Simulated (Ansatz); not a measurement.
**Hf$_{3}$Si$_{2}$: computed properties**

Level of theory: Ansatz, DFT r2SCAN, scalar-relativistic, plane waves, PAW.

Settings: cutoff 500 eV, Γ-centred mesh 6×6×10 on the computed 10-atom cell, Gaussian smearing of 0.10 eV; no spin polarisation.

The structure is relaxed at this level of theory with its symmetry kept. Whether it is the stable form of this composition wasn't checked.

Symmetry: P4/mbm, No. 127, tetragonal system. Conventional cell: a = 6.999 Å, b = 6.999 Å, c = 3.662 Å, α = 90.00°, β = 90.00°, γ = 90.00°. Hf (site symmetry m2m) is surrounded by 6 Si at 2.72 to 2.79 Å. Hf (site symmetry 4/m) has 4 Si at 2.77 Å and 8 Hf at 3.17 Å as nearest neighbours. Si (site symmetry m2m) has 1 Si at 2.45 Å and 8 Hf at 2.72 to 2.79 Å as nearest neighbours.

* Volume per atom: 17.94 Å³
* Formation energy from the elements' standard states (uncorrected): -0.843 eV/atom
* Generalised Kohn–Sham band gap: none (metal)
* Density of states at the Fermi level: 6.06 states/eV per cell
* Löwdin character within 0.5 eV of the Fermi level: Hf 5d 82 %, Si 3p 8 %, unprojected 5 %
* Bulk modulus: 147 GPa
* Its pressure derivative: 3.7
* Bader charges (e): Hf (4 in the cell) 1.22, Hf (2 in the cell) 0.96, Si (4 in the cell) -1.70

Spin-orbit coupling is left out, which matters for the bands of heavy elements.